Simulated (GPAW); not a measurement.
# AlRu (Pm-3m) in GPAW: a series of runs

One crystal, AlRu, is run at these levels: PBE, LDA, PBEsol, RPBE, revPBE; tasks: relaxation of cell and atoms.

Program: GPAW 26.7.0. These are calculated values, not measurements. Logs are shortened: lines on timing, memory, paths and dates and some standing lists are left out, and cuts for length are marked. The log counts tension as positive stress, the text compression.

## 1. The crystal as given

The structure is cubic, space group Pm-3m (No. 221). The conventional cell has a = 2.992 Å, b = 2.992 Å, c = 2.992 Å, α = 90.00°, β = 90.00°, γ = 90.00°. Around Ru (site symmetry m-3m) lie 8 Al at 2.59 Å. Around Al (site symmetry m-3m) lie 8 Ru at 2.59 Å.

## 2. Relaxation of cell and atoms, PBE

File run.py:

```python
from ase import Atoms
from ase.filters import FrechetCellFilter
from ase.io import write
from ase.optimize import FIRE
from gpaw import GPAW, PW

atoms = Atoms(['Ru', 'Al'],
              cell=[[2.9916, 0.0, 0.0],
                    [0.0, 2.9916, 0.0],
                    [0.0, 0.0, 2.9916]],
              scaled_positions=[[0.5, 0.5, 0.5],
                                [0.0, 0.0, 0.0]],
              pbc=True)

calc = GPAW(mode=PW(600),
            xc='PBE',
            kpts={'size': (9, 9, 9), 'gamma': True},
            occupations={'name': 'fermi-dirac', 'width': 0.05},
            nbands=20,
            convergence={'density': 1e-05, 'forces': 0.0001},
            maxiter=150,
            txt='gpaw.txt')
atoms.calc = calc
opt = FIRE(FrechetCellFilter(atoms), trajectory='relax.traj', logfile='-')
done = opt.run(fmax=0.02, steps=60)
calc.write('gs.gpw')
write('result.traj', atoms)
print('Converged:', done)
print('Cell:', atoms.cell.cellpar().round(4))
print('Volume:', round(atoms.get_volume(), 4))
print(atoms.get_scaled_positions().round(5))
```

Potentials or basis: GPAW PAW data sets (gpaw-data 1.2.1), pw.

Started as:

```
> OMP_NUM_THREADS=1 python run.py
```

gpaw.txt:

```text
__  _  _
 | _ |_)|_||  |
 |__||  | ||/\| - 26.7.0

Input parameters:
  mode=PW(ecut=600.0),
  convergence={'density': 1e-05, 'forces': 0.0001},
  kpts=MonkhorstPack(size=(9, 9, 9), gamma=True),
  maxiter=150,
  nbands=20,
  occupations=Occupations(name='fermi-dirac', width=0.05),
  xc=XC(name='PBE')

Diagonalizing LCAO Hamiltonian
Converting LCAO to pw mode
   .------.
  /|      |
 * |      |
 | |  Ru  |
 | .------.
 |/      /
 Al-----*

Atoms  # Å, Bohr magnetons
|   | symbol |        x |        y |        z |    initial magnetic moments |
|---|--------|----------|----------|----------|-----------------------------|
| 0 |     Ru | 1.495800 | 1.495800 | 1.495800 | ( 0.0000,  0.0000,  0.0000) |
| 1 |     Al | 0.000000 | 0.000000 | 0.000000 | ( 0.0000,  0.0000,  0.0000) |

Unit cell  # Å
| periodic |        x |        y |        z |  lengths |    angles |
|----------|----------|----------|----------|----------|-----------|
|      yes | 2.991600 | 0.000000 | 0.000000 | 2.991600 | 90.000000 |
|      yes | 0.000000 | 2.991600 | 0.000000 | 2.991600 | 90.000000 |
|      yes | 0.000000 | 0.000000 | 2.991600 | 2.991600 | 90.000000 |
[... 241 lines left out ...]
No gap
No difference between direct/indirect transitions

Stress tensor  # eV/Ang^3
|         x |         y |         z |
|-----------|-----------|-----------|
| -0.020003 |  0.000000 |  0.000000 |
|  0.000000 | -0.020003 |  0.000000 |
|  0.000000 |  0.000000 | -0.020003 |

Forces  # eV/Ang
|        x |       y |       z |
|----------|---------|---------|
| -0.00000 | 0.00000 | 0.00000 |  # Ru   0
| -0.00000 | 0.00000 | 0.00000 |  # Al   1

Interpolating wave functions to new cell
   .------.
  /|      |
 * |      |
 | | Ru   |
 | .------.
 |/      /
 Al-----*

Atoms  # Å, Bohr magnetons
|   | symbol |         x |        y |        z |    initial magnetic moments |
|---|--------|-----------|----------|----------|-----------------------------|
| 0 |     Ru |  1.497804 | 1.497804 | 1.497804 | ( 0.0000,  0.0000,  0.0000) |
| 1 |     Al | -0.000000 | 0.000000 | 0.000000 | ( 0.0000,  0.0000,  0.0000) |
[... 246 lines left out ...]
No gap
No difference between direct/indirect transitions

Stress tensor  # eV/Ang^3
|         x |         y |         z |
|-----------|-----------|-----------|
| -0.014607 | -0.000000 |  0.000000 |
| -0.000000 | -0.014607 |  0.000000 |
|  0.000000 |  0.000000 | -0.014607 |

Forces  # eV/Ang
|        x |        y |        z |
|----------|----------|----------|
| -0.00000 | -0.00000 | -0.00000 |  # Ru   0
|  0.00000 |  0.00000 |  0.00000 |  # Al   1
[... 258 lines left out ...]
No gap
No difference between direct/indirect transitions

Stress tensor  # eV/Ang^3
|         x |         y |         z |
|-----------|-----------|-----------|
| -0.005478 |  0.000000 |  0.000000 |
|  0.000000 | -0.005478 |  0.000000 |
|  0.000000 |  0.000000 | -0.005478 |

Forces  # eV/Ang
|        x |       y |       z |
|----------|---------|---------|
|  0.00000 | 0.00000 | 0.00000 |  # Ru   0
| -0.00000 | 0.00000 | 0.00000 |  # Al   1

Interpolating wave functions to new cell

            Ru

       Al

Atoms  # Å, Bohr magnetons
|   | symbol |         x |        y |        z |    initial magnetic moments |
|---|--------|-----------|----------|----------|-----------------------------|
| 0 |     Ru |  1.505330 | 1.505330 | 1.505330 | ( 0.0000,  0.0000,  0.0000) |
| 1 |     Al | -0.000000 | 0.000000 | 0.000000 | ( 0.0000,  0.0000,  0.0000) |

Unit cell  # Å
| periodic |        x |         y |        z |  lengths |    angles |
|----------|----------|-----------|----------|----------|-----------|
|      yes | 3.010659 | -0.000000 | 0.000000 | 3.010659 | 90.000000 |
|      yes | 0.000000 |  3.010659 | 0.000000 | 3.010659 | 90.000000 |
|      yes | 0.000000 |  0.000000 | 3.010659 | 3.010659 | 90.000000 |

Number of symmetries: 48
Symmetry operations  # r_c * U_cc + t_c -> r_c
|    | kind |            matrix            |
|----|------|------------------------------|
|  0 |  E   |  1, 0, 0,  0, 1, 0,  0, 0, 1 |
|  1 |  σ   |  1, 0, 0,  0, 1, 0,  0, 0,-1 |
|  2 |  σ   |  1, 0, 0,  0, 0, 1,  0, 1, 0 |
|  3 |  C4  |  1, 0, 0,  0, 0, 1,  0,-1, 0 |
|  4 |  C4  |  1, 0, 0,  0, 0,-1,  0, 1, 0 |
|  5 |  σ   |  1, 0, 0,  0, 0,-1,  0,-1, 0 |
|  6 |  σ   |  1, 0, 0,  0,-1, 0,  0, 0, 1 |
|  7 |  C2  |  1, 0, 0,  0,-1, 0,  0, 0,-1 |
|  8 |  σ   |  0, 1, 0,  1, 0, 0,  0, 0, 1 |
[... 228 lines left out ...]
Stress tensor  # eV/Ang^3
|        x |        y |        z |
|----------|----------|----------|
| 0.004763 | 0.000000 | 0.000000 |
| 0.000000 | 0.004763 | 0.000000 |
| 0.000000 | 0.000000 | 0.004763 |

Forces  # eV/Ang
|        x |        y |       z |
|----------|----------|---------|
| -0.00000 | -0.00000 | 0.00000 |  # Ru   0
|  0.00000 |  0.00000 | 0.00000 |  # Al   1

Interpolating wave functions to new cell

            Ru
[... 202 lines left out ...]
SCF iterations
|iter     | |      energy | eigst |  dens |force |
|---------|-|-------------|-------|-------|------|
|iter:   1| |  -14.442031 | -5.71 |       |      |
|iter:   2| |  -14.442027 | -8.01c| -3.65 |      |
|iter:   3| |  -14.442017c| -7.15 | -3.75 |      |
|iter:   4| |  -14.442016c| -7.95c| -4.40 |      |
|iter:   5| |  -14.442016c| -7.56c| -4.56 |      |
|iter:   6| |  -14.442016c| -8.28c| -5.46c|      |
|iter:   7| |  -14.442016c| -9.17c| -5.74c|-26.57c|
[... 40 lines left out ...]
No gap
No difference between direct/indirect transitions

Stress tensor  # eV/Ang^3
|         x |         y |        z |
|-----------|-----------|----------|
|  0.004462 | -0.000000 | 0.000000 |
| -0.000000 |  0.004462 | 0.000000 |
|  0.000000 |  0.000000 | 0.004462 |

Forces  # eV/Ang
|        x |        y |        z |
|----------|----------|----------|
| -0.00000 | -0.00000 | -0.00000 |  # Ru   0
| -0.00000 | -0.00000 |  0.00000 |  # Al   1
[... 206 lines left out ...]
SCF iterations
|iter     | |      energy | eigst |  dens |force |
|---------|-|-------------|-------|-------|------|
|iter:   1| |  -14.442113 | -5.13 |       |      |
|iter:   2| |  -14.442102 | -7.44c| -3.37 |      |
|iter:   3| |  -14.442076c| -6.58 | -3.47 |      |
|iter:   4| |  -14.442075c| -7.80c| -4.18 |      |
|iter:   5| |  -14.442075c| -7.98c| -4.35 |      |
|iter:   6| |  -14.442075c| -8.77c| -5.23c|      |
|iter:   7| |  -14.442075c| -8.70c| -5.47c|-27.55c|
[... 40 lines left out ...]
No gap
No difference between direct/indirect transitions

Stress tensor  # eV/Ang^3
|         x |         y |        z |
|-----------|-----------|----------|
|  0.003870 | -0.000000 | 0.000000 |
| -0.000000 |  0.003870 | 0.000000 |
|  0.000000 |  0.000000 | 0.003870 |

Forces  # eV/Ang
|        x |        y |        z |
|----------|----------|----------|
| -0.00000 | -0.00000 | -0.00000 |  # Ru   0
| -0.00000 | -0.00000 | -0.00000 |  # Al   1
[... 7 lines left out ...]
Atoms  # Å, Bohr magnetons
|   | symbol |         x |        y |        z |    initial magnetic moments |
|---|--------|-----------|----------|----------|-----------------------------|
| 0 |     Ru |  1.504635 | 1.504635 | 1.504635 | ( 0.0000,  0.0000,  0.0000) |
| 1 |     Al | -0.000000 | 0.000000 | 0.000000 | ( 0.0000,  0.0000,  0.0000) |

Unit cell  # Å
| periodic |        x |         y |        z |  lengths |    angles |
|----------|----------|-----------|----------|----------|-----------|
|      yes | 3.009269 | -0.000000 | 0.000000 | 3.009269 | 90.000000 |
|      yes | 0.000000 |  3.009269 | 0.000000 | 3.009269 | 90.000000 |
|      yes | 0.000000 |  0.000000 | 3.009269 | 3.009269 | 90.000000 |

Number of symmetries: 48
Symmetry operations  # r_c * U_cc + t_c -> r_c
|    | kind |            matrix            |
|----|------|------------------------------|
|  0 |  E   |  1, 0, 0,  0, 1, 0,  0, 0, 1 |
|  1 |  σ   |  1, 0, 0,  0, 1, 0,  0, 0,-1 |
|  2 |  σ   |  1, 0, 0,  0, 0, 1,  0, 1, 0 |
|  3 |  C4  |  1, 0, 0,  0, 0, 1,  0,-1, 0 |
|  4 |  C4  |  1, 0, 0,  0, 0,-1,  0, 1, 0 |
|  5 |  σ   |  1, 0, 0,  0, 0,-1,  0,-1, 0 |
|  6 |  σ   |  1, 0, 0,  0,-1, 0,  0, 0, 1 |
|  7 |  C2  |  1, 0, 0,  0,-1, 0,  0, 0,-1 |
|  8 |  σ   |  0, 1, 0,  1, 0, 0,  0, 0, 1 |
[... 223 lines left out ...]
No gap
No difference between direct/indirect transitions

Stress tensor  # eV/Ang^3
|         x |         y |        z |
|-----------|-----------|----------|
|  0.003030 | -0.000000 | 0.000000 |
| -0.000000 |  0.003030 | 0.000000 |
|  0.000000 |  0.000000 | 0.003030 |

Forces  # eV/Ang
|        x |        y |        z |
|----------|----------|----------|
| -0.00000 | -0.00000 | -0.00000 |  # Ru   0
| -0.00000 |  0.00000 | -0.00000 |  # Al   1
[... 257 lines left out ...]
No gap
No difference between direct/indirect transitions

Stress tensor  # eV/Ang^3
|         x |         y |        z |
|-----------|-----------|----------|
|  0.001998 | -0.000000 | 0.000000 |
| -0.000000 |  0.001998 | 0.000000 |
|  0.000000 |  0.000000 | 0.001998 |

Forces  # eV/Ang
|       x |       y |       z |
|---------|---------|---------|
| 0.00000 | 0.00000 | 0.00000 |  # Ru   0
| 0.00000 | 0.00000 | 0.00000 |  # Al   1

Interpolating wave functions to new cell

            Ru
[... 253 lines left out ...]
No gap
No difference between direct/indirect transitions

Stress tensor  # eV/Ang^3
|         x |         y |        z |
|-----------|-----------|----------|
|  0.000829 | -0.000000 | 0.000000 |
| -0.000000 |  0.000829 | 0.000000 |
|  0.000000 |  0.000000 | 0.000829 |

Forces  # eV/Ang
|        x |        y |        z |
|----------|----------|----------|
| -0.00000 | -0.00000 | -0.00000 |  # Ru   0
| -0.00000 | -0.00000 | -0.00000 |  # Al   1

# Writing to gs.gpw (mode='')
```

Run time: 1.7 min. Hardware: 1 thread of Arm Neoverse V1, shared host; peak memory 0.23 GiB.

Results:

```
Free energy                            : -14.4500 eV
Relaxed volume                         : 13.60 Å³/atom
Relaxed cell                           : a = 3.008 Å, b = 3.008 Å, c = 3.008 Å, α = 90.00°, β = 90.00°, γ = 90.00°
Space group after relaxing (to 0.05 Å) : Pm-3m (No. 221)
Energy gained by relaxing              : 2.1 meV/atom
Ionic steps                            : 9
Pressure after relaxing                : -0.1 GPa
Band gap on the k mesh                 : none (metal or under the smearing width)
```

The path:
| step | energy change (eV) | largest force (eV/Å) | pressure (GPa) | volume (Å³) |
| --- | --- | --- | --- | --- |
| 1 | 0.0000 | 0.0000 | 3.20 | 26.77 |
| 2 | -0.0019 | 0.0000 | 2.34 | 26.88 |
| 3 | -0.0039 | 0.0000 | 0.88 | 27.07 |
| 4 | -0.0040 | 0.0000 | -0.76 | 27.29 |
| 5 | -0.0041 | 0.0000 | -0.71 | 27.28 |
| 6 | -0.0041 | 0.0000 | -0.62 | 27.27 |
| 7 | -0.0042 | 0.0000 | -0.49 | 27.25 |
| 8 | -0.0042 | 0.0000 | -0.32 | 27.23 |
| 9 | -0.0042 | 0.0000 | -0.13 | 27.20 |

Final structure:
```cif
data_structure
_symmetry_space_group_name_H-M 'P 1'
_symmetry_Int_Tables_number 1
_cell_length_a 3.0075
_cell_length_b 3.0075
_cell_length_c 3.0075
_cell_angle_alpha 90.000
_cell_angle_beta 90.000
_cell_angle_gamma 90.000
_cell_volume 27.20
loop_
_atom_site_label
_atom_site_type_symbol
_atom_site_fract_x
_atom_site_fract_y
_atom_site_fract_z
_atom_site_occupancy
Ru1 Ru 0.50000 0.50000 0.50000 1
Al1 Al 0.00000 0.00000 0.00000 1
```

Caveat: later steps reuse the first step's grids. Zero-point motion and thermal expansion aren't in these numbers.

## 3. Relaxation of cell and atoms, LDA

Edit run.py of step 2 so:

```diff
@@ -1,4 +1,3 @@
-from ase import Atoms
 from ase.filters import FrechetCellFilter
-from ase.io import write
+from ase.io import read, write
 from ase.optimize import FIRE
@@ -6,12 +5,6 @@
 
-atoms = Atoms(['Ru', 'Al'],
-              cell=[[2.9916, 0.0, 0.0],
-                    [0.0, 2.9916, 0.0],
-                    [0.0, 0.0, 2.9916]],
-              scaled_positions=[[0.5, 0.5, 0.5],
-                                [0.0, 0.0, 0.0]],
-              pbc=True)
+atoms = read('POSCAR')
 
 calc = GPAW(mode=PW(600),
-            xc='PBE',
+            xc='LDA',
             kpts={'size': (9, 9, 9), 'gamma': True},
```

File POSCAR:

```
AlRu
1.0
    2.9916000000      0.0000000000      0.0000000000
    0.0000000000      2.9916000000      0.0000000000
    0.0000000000      0.0000000000      2.9916000000
Ru Al
1 1
Direct
    0.5000000000      0.5000000000      0.5000000000
    0.0000000000      0.0000000000      0.0000000000
```

Potentials or basis: the program's PAW data sets (release 1.2.1) made for this functional, pw.

Started as:

```
> OMP_NUM_THREADS=1 python run.py
```

It took 1.7 min on 1 thread of Arm Neoverse V1, shared host; peak memory 0.23 GiB.

It converged, with:

```
Free energy                            : -16.4154 eV
Relaxed volume                         : 12.91 Å³/atom
Relaxed cell                           : a = 2.955 Å, b = 2.955 Å, c = 2.955 Å, α = 90.00°, β = 90.00°, γ = 90.00°
Space group after relaxing (to 0.05 Å) : Pm-3m (No. 221)
Energy gained by relaxing              : 11.1 meV/atom
Ionic steps                            : 9
Pressure after relaxing                : 0.2 GPa
Band gap on the k mesh                 : none (metal or under the smearing width)
```

The path:
```
step  energy change (eV)  largest force (eV/Å)  pressure (GPa)  volume (Å³)
   1              0.0000                0.0000           -7.60        26.77
   2             -0.0104                0.0000           -5.68        26.52
   3             -0.0207                0.0000           -2.14        26.08
   4             -0.0202                0.0000            2.31        25.59
   5             -0.0204                0.0000            2.14        25.61
   6             -0.0209                0.0000            1.82        25.64
   7             -0.0214                0.0000            1.37        25.69
   8             -0.0218                0.0000            0.83        25.75
   9             -0.0221                0.0000            0.24        25.81
```

Final structure:
```yaml
crystal:
  lattice:
    - [2.95535, 0.00000, 0.00000]
    - [0.00000, 2.95535, 0.00000]
    - [0.00000, 0.00000, 2.95535]
  atoms:
    - { symbol: Ru, position: [0.50000, 0.50000, 0.50000] }
    - { symbol: Al, position: [0.00000, 0.00000, 0.00000] }
```

Levels at points of the mesh, in eV from the Fermi level:
| k point | band 8 | band 9 | band 10 | band 11 | band 12 | band 13 |
| --- | --- | --- | --- | --- | --- | --- |
| (0.00, 0.00, 0.00) | 0.26 | 0.26 | 0.26 | 6.28 | 6.28 | 6.28 |

Caveat: later steps reuse the first step's grids. Zero-point motion and thermal expansion aren't in these numbers.

## 4. Relaxation of cell and atoms, PBEsol

Edit run.py of step 3 so:

```diff
@@ -2,4 +2,6 @@
 from ase.io import read, write
-from ase.optimize import FIRE
-from gpaw import GPAW, PW
+from ase.optimize import BFGS
+from gpaw import GPAW, PW, setup_paths
+
+setup_paths.insert(0, '.')
 
@@ -8,3 +10,3 @@
 calc = GPAW(mode=PW(600),
-            xc='LDA',
+            xc='PBEsol',
             kpts={'size': (9, 9, 9), 'gamma': True},
@@ -16,4 +18,4 @@
 atoms.calc = calc
-opt = FIRE(FrechetCellFilter(atoms), trajectory='relax.traj', logfile='-')
-done = opt.run(fmax=0.02, steps=60)
+opt = BFGS(FrechetCellFilter(atoms), trajectory='relax.traj', logfile='-')
+done = opt.run(fmax=0.02, steps=100)
 calc.write('gs.gpw')
```

POSCAR is that of step 3.

Potentials or basis: PAW data sets generated in the run's folder for this functional, pw.

Started as:

```
> gpaw-setup -f PBEsol Al Ru
> OMP_NUM_THREADS=1 python run.py
```

Run time: 44 s. Hardware: 1 thread of Arm Neoverse V1, shared host; peak memory 0.17 GiB.

Results (log left out):

```
Free energy                            : -15.7077 eV
Relaxed volume                         : 13.22 Å³/atom
Relaxed cell                           : a = 2.979 Å, b = 2.979 Å, c = 2.979 Å, α = 90.00°, β = 90.00°, γ = 90.00°
Space group after relaxing (to 0.05 Å) : Pm-3m (No. 221)
Energy gained by relaxing              : 1.2 meV/atom
Ionic steps                            : 3
Pressure after relaxing                : 0.0 GPa
Band gap on the k mesh                 : none (metal or under the smearing width)
```

Step by step:
```tsv
step	energy change (eV)	largest force (eV/Å)	pressure (GPa)	volume (Å³)
1	0.0000	0.0000	-2.57	26.77
2	-0.0015	0.0000	-1.61	26.65
3	-0.0024	0.0000	0.03	26.45
```

Final structure:
```xyz
2
Lattice="2.9795 0.0000 0.0000 0.0000 2.9795 0.0000 0.0000 0.0000 2.9795" Properties=species:S:1:pos:R:3 pbc="T T T"
Ru    1.4897    1.4897    1.4897
Al    0.0000    0.0000    0.0000
```

Levels at points of the mesh, in eV from the Fermi level:
| k point | band 8 | band 9 | band 10 | band 11 | band 12 | band 13 |
| --- | --- | --- | --- | --- | --- | --- |
| (0.00, 0.00, 0.00) | 0.25 | 0.25 | 0.25 | 6.21 | 6.21 | 6.21 |

Caveat: later steps reuse the first step's grids.

[end of part 1 of 2]
